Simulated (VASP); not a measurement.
# Nb5N4 in VASP: a series of runs, part 2 of 2

VASP 6.6.1. The steps go on from the part before.

## (4) Single point, LDA

This run uses another cell than the first one, of 14.27 Å³/atom, 1.132 times its volume.

The input, INCAR:

```
ALGO = Normal
DIPOL = 0.5 0.5 0.500
EDIFF = 1E-7
ENCUT = 400
GGA = CA
IDIPOL = 3
ISIF = 2
ISMEAR = 1
LASPH = True
LCHARG = False
LDIPOL = True
LREAL = False
LVACPOTAV = True
LVHAR = True
LWAVE = False
NBANDS = 60
NELM = 120
PREC = Accurate
SIGMA = 0.1
```

The input, KPOINTS:

```
k-points
0
Gamma
  10 10 1
```

The input, POSCAR:

```
Nb5N4
1.0
    2.9399979705      0.0000000000      0.0000000000
   -1.4699989852      2.5461129295      0.0000000000
    0.0000000000      0.0000000000     17.1600000000
Nb N
5 4
Direct
    0.0000000000      0.0000000000      0.1748251748
    0.0000000000      0.0000000000      0.3374125874
    0.0000000000      0.0000000000      0.5000000000
    0.0000000000      0.0000000000      0.6625874126
    0.0000000000      0.0000000000      0.8251748252
    0.6666666667      0.3333333334      0.2561188811
    0.6666666667      0.3333333334      0.4187062937
    0.6666666667      0.3333333334      0.5812937063
    0.6666666667      0.3333333334      0.7438811189
```

Run with:

```
cat potpaw_LDA.64/Nb_sv/POTCAR potpaw_LDA.64/N/POTCAR > POTCAR
mpirun -np 1 vasp_std > vasp.out
```

Run time: 67 s. Hardware: 1 thread of AMD EPYC 9R45 (Zen 5), shared host; peak memory 0.16 GiB.

These settings aren't checked as converged: the numbers below hold their error.

Results:

```
Free energy            : -100.7247 eV
Largest force          : 0.472 eV/Å
Band gap on the k mesh : none (metal or under the smearing width)
```

Caveat: the cutoff is under 1.25 times the usual one of these potentials, so pressure, stress and relaxed cells hold a basis-set (Pulay) error.

## (5) Single point, LDA

This run uses another cell than the first one, of 19.26 Å³/atom, 1.528 times its volume.

INCAR is that of step 4.

The input, KPOINTS:

```
k-points
0
Gamma
  8 8 1
```

The input, POSCAR:

```
Nb5N4
1.0
    2.9399979705      0.0000000000      0.0000000000
   -1.4699989852      2.5461129295      0.0000000000
    0.0000000000      0.0000000000     23.1600000000
Nb N
5 4
Direct
    0.0000000000      0.0000000000      0.2590673575
    0.0000000000      0.0000000000      0.3795336788
    0.0000000000      0.0000000000      0.5000000000
    0.0000000000      0.0000000000      0.6204663212
    0.0000000000      0.0000000000      0.7409326425
    0.6666666667      0.3333333334      0.3193005181
    0.6666666667      0.3333333334      0.4397668394
    0.6666666667      0.3333333334      0.5602331606
    0.6666666667      0.3333333334      0.6806994819
```

Potentials or basis: VASP PAW LDA potentials, release 64 (Nb_sv, N).

Run with:

```
cat potpaw_LDA.64/Nb_sv/POTCAR potpaw_LDA.64/N/POTCAR > POTCAR
mpirun -np 1 vasp_std > vasp.out
```

OUTCAR:

```text
EDIFF = 1E-7
   ENCUT = 400
   GGA = CA
   ISIF = 2
   ISMEAR = 1
   LASPH = True
   LREAL = False
   NELM = 120
   PREC = Accurate

 Found     10 irreducible k-points:

 Following reciprocal coordinates:
            Coordinates               Weight
  0.000000  0.000000  0.000000      1.000000
  0.125000  0.000000  0.000000      6.000000
  0.250000  0.000000  0.000000      6.000000
  0.375000  0.000000  0.000000      6.000000
  0.500000  0.000000  0.000000      3.000000
  0.125000  0.125000  0.000000      6.000000
   k-points           NKPTS =     10   k-points in BZ     NKDIM =     10   number of bands    NBANDS=     60
   number of dos      NEDOS =    301   number of ions     NIONS =      9
   total plane-waves  NPLWV =  64000
   dimension x,y,z NGX =    20 NGY =   20 NGZ =  160
   dimension x,y,z NGXF=    40 NGYF=   40 NGZF=  320
   ions per type =               5   4
   NGX,Y,Z   is equivalent  to a cutoff of  11.31, 11.31, 11.49 a.u.
   NGXF,Y,Z  is equivalent  to a cutoff of  22.62, 22.62, 22.97 a.u.
 SYSTEM =  unknown system
   PREC   = accura    normal or accurate (medium, high low for compatibility)
   ISTART =      0    job   : 0-new  1-cont  2-samecut
   ICHARG =      2    charge: 1-file 2-atom 10-const
   ISPIN  =      1    spin polarized calculation?
   LNONCOLLINEAR =      F non collinear calculations
   LSORBIT =      F    spin-orbit coupling
   LASPH  =      T    aspherical Exc in radial PAW
   ENCUT  =  400.0 eV  29.40 Ry    5.42 a.u.   4.79  4.79 37.77*2*pi/ulx,y,z
   NELM   =    120;   NELMIN=  2; NELMDL= -5     # of ELM steps
   EDIFF  = 0.1E-06   stopping-criterion for ELM
   LREAL  =      F    real-space projection
   EDIFFG = 0.1E-05   stopping-criterion for IOM
   NSW    =      0    number of steps for IOM
   IBRION =     -1    ionic relax: 0-MD 1-quasi-New 2-CG
   NFREE  =      0    steps in history (QN), initial steepest desc. (CG)
   ISIF   =      2    stress and relaxation
   ISYM   =      2    0-nonsym 1-usesym 2-fastsym
   POTIM  = 0.5000    time-step for ionic-motion
   TEBEG  =    0.0;   TEEND  =   0.0 temperature during run
   PSTRESS=    0.0 pullay stress
   NELECT =      85.0000    total number of electrons
   NUPDOWN=      -1.0000    fix difference up-down
   EMIN   =  10.00;   EMAX   =-10.00  energy-range for DOS
[... 22 lines left out ...]
 NGX is ok and might be reduce to    20
   NGX =  9   NGY =  9   NGZ = 75

 number of electron      84.9999993 magnetization

 dipolmoment           0.000000      0.000000     -0.000000 electrons x Angstroem

 Free energy of the ion-electron system (eV)
  ---------------------------------------------------
  ext. energy  EPLUGINS =         0.00000000
  ---------------------------------------------------
  free energy    TOTEN  =      -100.67598538 eV

  energy without entropy =     -100.67814664  energy(sigma->0) =     -100.67670580

 E-fermi :   5.5827     XC(G=0):  -8.8656

 val. band max:        5.5658508507   @ k =   0.3750   0.0000   0.0000
 cond. band min:       5.6771012004   @ k =   0.3750   0.1250   0.0000
 fundamental gap:      0.1112503497
 Fermi energy:         5.5826967006

 k-point     1 :       0.0000    0.0000    0.0000
  band No.  band energies     occupation
      1     -49.7194      2.00000
      2     -49.6797      2.00000
      3     -49.5978      2.00000
      4     -49.2716      2.00000
      5     -49.2715      2.00000
      6     -26.8125      2.00000
[... 331 lines left out ...]
     53       8.3541      0.00000
     54       8.5923      0.00000

 [... further k-points ...]

 [bands above 54 left out]

------------------------ aborting loop because EDIFF is reached ----------------------------------------

  FORCE on cell =-STRESS in cart. coord.  units (eV):
  Direction    XX          YY          ZZ          XY          YZ          ZX
  --------------------------------------------------------------------------------------
  -------------------------------------------------------------------------------------
  Total       -7.9114723     -7.9114723      3.6855150     -0.0000000     -0.0000000      0.0000000
  in kB      -73.1146906    -73.1146906     34.0600681     -0.0000000     -0.0000000      0.0000000
  external PRESSURE =     -37.3897710 kB  Pullay stress =       0.0000000 kB

 VOLUME and BASIS-vectors are now :
 -----------------------------------------------------------------------------
  energy-cutoff  :      400.00
  volume of cell :      173.37
      direct lattice vectors                 reciprocal lattice vectors
     2.939997970  0.000000000  0.000000000     0.340136289  0.196377778  0.000000000
    -1.469998985  2.546112930  0.000000000     0.000000000  0.392755556  0.000000000
     0.000000000  0.000000000 23.160000000     0.000000000  0.000000000  0.043177893

 POSITION                                       TOTAL-FORCE (eV/Angst)
 -----------------------------------------------------------------------------------
      0.00000      0.00000      6.00000        -0.000000      0.000000     -0.411511
      0.00000      0.00000      8.79000        -0.000000      0.000000     -0.456974
      0.00000      0.00000     11.58000        -0.000000      0.000000      0.000000
      0.00000      0.00000     14.37000        -0.000000      0.000000      0.456974
      0.00000      0.00000     17.16000         0.000000      0.000000      0.411511
      1.47000      0.84870      7.39500         0.000000     -0.000000      0.116444
      1.47000      0.84870     10.18500        -0.000000      0.000000      0.039423
      1.47000      0.84870     12.97500         0.000000      0.000000     -0.039423
      1.47000      0.84870     15.76500         0.000000     -0.000000     -0.116444
 -----------------------------------------------------------------------------------
    total drift:                                0.000002     -0.000001      0.000000

  FREE ENERGIE OF THE ION-ELECTRON SYSTEM (eV)
  ---------------------------------------------------
  free  energy   TOTEN  =      -100.6759853800 eV

  energy  without entropy=     -100.6781466385  energy(sigma->0) =     -100.67670580

 vacuum level on the upper side and lower side of the slab        10.568        10.568
```

stdout:

```text
POSCAR found type information on POSCAR NbN
 POSCAR found :  2 types and       9 ions
 scaLAPACK will be used
 LDA part: xc-table for (Slater(with rela. corr.)+CA(PZ))
 , standard interpolation
 POSCAR, INCAR and KPOINTS ok, starting setup
 FFT: planning ... GRIDC
 FFT: planning ... GRID_SOFT
 FFT: planning ... GRID
 WAVECAR not read
 entering main loop
 -----------------------------------------------------------------------------
|                                                                             |
|           W    W    AA    RRRRR   N    N  II  N    N   GGGG   !!!           |
|           W    W   A  A   R    R  NN   N  II  NN   N  G    G  !!!           |
|           W    W  A    A  R    R  N N  N  II  N N  N  G       !!!           |
|           W WW W  AAAAAA  RRRRR   N  N N  II  N  N N  G  GGG   !            |
|           WW  WW  A    A  R   R   N   NN  II  N   NN  G    G                |
|           W    W  A    A  R    R  N    N  II  N    N   GGGG   !!!           |
|                                                                             |
|     Did not find any points to average over, which means that no vacuum     |
|     field-free region was found. Please increase the size of  your cell     |
|     in the dimension of the dipole correction to obtain accurate            |
|     workfunction values.                                                    |
|                                                                             |
 -----------------------------------------------------------------------------
```

It took 86 s on 1 thread of AMD EPYC 9R45 (Zen 5), shared host; peak memory 0.18 GiB.

The run converged, but some of its settings lie outside the range that counts as converged, so its numbers aren't taken as properties of the slab.

Results:

- Free energy: -100.6760 eV
- Largest force: 0.457 eV/Å
- Band gap on the k mesh: none (metal or under the smearing width)
- Work function of the upper face: 4.99 eV
- Work function of the lower face: 4.99 eV

Caveat: the cutoff is under 1.25 times the usual one of these potentials, so pressure, stress and relaxed cells hold a basis-set (Pulay) error.
